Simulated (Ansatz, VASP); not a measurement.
## Two plane-wave programs on Mg

```xyz
4
Lattice="3.1837 0.0000 0.0000 -1.5919 2.7572 0.0000 0.0000 0.0000 24.7082" Properties=species:S:1:pos:R:3 pbc="T T T"
Mg    1.5919    0.9191    8.5000
Mg    0.0000    1.8381   11.0735
Mg    1.5919    0.9191   13.5953
Mg    0.0000    1.8381   16.1994
```

Alike in both runs: functional PBEsol; k mesh 9 × 9 × 1; occupations gaussian, width 0.1 eV; no spin polarisation.

Ansatz relaxed the structure, and its values are those at the end. VASP's run is a single point on that final structure, the one shown.

```csv
,VASP,Ansatz
version,VASP 6.6.1,Ansatz 0.2.0
potentials or method,"VASP PAW PBE potentials, release 64 (Mg)","scalar-relativistic, plane waves, PAW"
plane-wave cutoff (eV),520,420
valence electrons in the cell,8,40
```

|  | VASP | Ansatz | Ansatz less VASP |
| --- | --- | --- | --- |
| gap on the k mesh at the Fermi level (eV) | none | none | - |
| rms of the force components (eV/Å) | 0.019 | 0.020 | +0.0009 |

A gap of «none» marks a metal or a gap that the smearing closes. The two sets of potentials don't hold the same shells in valence. Ansatz warned: «xc_potential_rough_in_thin_density».

Caveats: the PAW data sets were made with another functional, which shifts forces and pressure a little (VASP).
